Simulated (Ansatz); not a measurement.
Runs of Ansatz 0.2.0 on TiC. It takes space group P-6m2 (No. 187, hexagonal). Conventional cell: a = 3.042 Å, b = 3.042 Å, c = 2.698 Å, α = 90.00°, β = 90.00°, γ = 120.00°. Ti (site symmetry -6m2) is surrounded by 6 C at 2.21 Å. C (site symmetry -6m2) is surrounded by 6 Ti at 2.21 Å. The cell was built by a generator and needn't be a form met in nature.

```csv
task,level,cell,cutoff (eV),points for each segment of the path,gap on the mesh (eV),pressure (GPa),relaxed volume (Å³/atom)
relaxation of cell and atoms,PBEsol,relaxed,420,-,none,0.0,(a)
band structure,BLYP,as given,420,14,none,6.9,-
band structure,RPBE,as given,420,14,none,4.2,-
relaxation of cell and atoms,RPBE,relaxed,420,-,none,0.0,(b)
band structure,revPBE,as given,420,14,none,3.1,-
band structure,r2SCAN,as given,500,14,none,-1.4,-
relaxation of cell and atoms,LDA,relaxed,420,-,none,0.0,10.26
relaxation of cell and atoms,BLYP,relaxed,420,-,none,0.0,11.18
```

Alike in all rows: potentials or basis Ansatz PAW; no spin polarisation; k mesh 10 × 10 × 10; smearing fermi-dirac 0.05 eV.

**Question.** Fill in the values left out.

**Answer.** (a) 10.51; (b) 11.03.

Caveats: the PAW data sets come from PBE, with cores solved anew for the run's functional, which leaves a small shift of forces and pressure; the plane-wave basis is chosen anew once the cell has moved, so the energies of steps on either side of that aren't comparable (some runs).

A gap of «none» marks a metal or a gap under the smearing width.

Runs at the PBE level aren't shown here.
